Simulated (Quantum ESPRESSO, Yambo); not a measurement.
Planning a run of Yambo 5.3.0 on BeTe (F-43m). The input:

```
HF_and_locXC
gw0
dyson
ppa
em1d
rim_cut
RandQpts= 1000000
RandGvec= 1 RL
EXXRLvcs= 88 Ry
VXCRLvcs= 352 Ry
Chimod= "HARTREE"
% BndsRnXp
 1 | 140 |
%
NGsBlkXp= 13 Ry
% LongDrXp
 1 | 1 | 1 |
%
% GbndRnge
 1 | 140 |
%
DysSolver= "n"
ExtendOut
PPAPntXp= 27.21138 eV
% QPkrange
 1 | 1 | 13 | 16 |
 7 | 7 | 13 | 16 |
%
```

The database entry behind the starting cell differs from later determinations by our own check (an axis about 1.5 % short against later determinations), so it need not match the best structure at ambient conditions.

```sh
OMP_NUM_THREADS=1 mpirun -n 4 yambo -F gw3.in -J gw3 -C gw3 > gw3.log
```

The stored states that it reads are on a 4×4×4 mesh. It takes space group F-43m (No. 216, cubic). Conventional cell: a = 5.540 Å, b = 5.540 Å, c = 5.540 Å, α = 90.00°, β = 90.00°, γ = 90.00°. Nearest to Be lie 4 Te at 2.40 Å. Nearest to Te lie 4 Be at 2.40 Å. Farther neighbours and most contacts between anions are not listed.

How long will it take on 4 MPI ranks of Arm Neoverse V1, shared host, and how much memory?

It took 2.5 min; on shared hardware allow 74 s to 5 min. Peak host memory was 1.6 GiB.

The screening grows as filled bands × empty bands × pairs of k points, times the square of the screening basis for the matrix.

[Paths, hosts, dates, memory and timing lines, banners, echoed tables and standing remarks are left out of the program output.]

[Logs are printed without paths, hosts, clocks, repeated set-up lines and the standing remarks that a program may print on its own settings, such as how far it seeks lower states.]

[Runs of the session that timed out or met a known fault of the program may be left out.]

[Hosts, paths, dates, database ids (printed as entryN), source tags and the programs' standing remarks are cut or masked in the printed files.]
